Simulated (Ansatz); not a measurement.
## SiO2: Quadrupolar parameters

The cell is a Materials Project structure (computed, not necessarily an observed phase), taken as it stands.

Space group Pmma (No. 51); a = 5.2383, b = 7.4406, c = 8.1229 Å.

```
site  Wyckoff  site symmetry       x       y       z
 Si1       4k            m..  0.2500  0.2113  0.1053
 Si5       2f            mm2  0.2500  0.5000  0.3869
  O7       4g            .2.  0.0000  0.2627  0.0000
 O11       2e            mm2  0.2500  0.0000  0.1483
 O13       4k            m..  0.2500  0.3219  0.2744
 O17       2d          .2/m.  0.5000  0.5000  0.5000
```

One atom of each set is listed.

Method: Kohn–Sham DFT in Ansatz, r2SCAN, plane waves and PAW, scalar-relativistic, 500 eV cutoff, Γ-centred 4×3×3 k-points, Fermi–Dirac smearing 0.02 eV.

C_Q = eQV_zz/h, which is 24.18 MHz for Q = 1 b and V_zz = 10²¹ V/m²; η = (V_xx − V_yy)/V_zz.

O-17: I = 5/2, Q = -25.58 mb. Nuclear quadrupole moments: year-2017 set (Pyykkö).

```csv
site,atoms,first shell,V_zz (10²¹ V/m²),η,C_Q (MHz)
Si1,4,4 O at 1.60–1.61 Å,0.84,0.59,–
Si5,2,4 O at 1.60–1.61 Å,0.47,0.35,–
O7,4,"2 Si at 1.61 Å, angle 153°",9.48,0.12,-5.86
O11,2,"2 Si at 1.61 Å, angle 155°",9.52,0.08,-5.89
O13,4,"2 Si at 1.60–1.61 Å, angle 155°",9.73,0.11,-6.02
O17,2,"2 Si at 1.60 Å, angle 180°",10.23,0.01,-6.33
```

At O7, O11 and O13 V_zz runs parallel to the line that joins its two neighbours (within 1°) in each case. At O17 V_zz points along the line of its two bonds (within 1°).

Si has no stable isotope with a ground-state quadrupole moment in the table, so no C_Q is given.
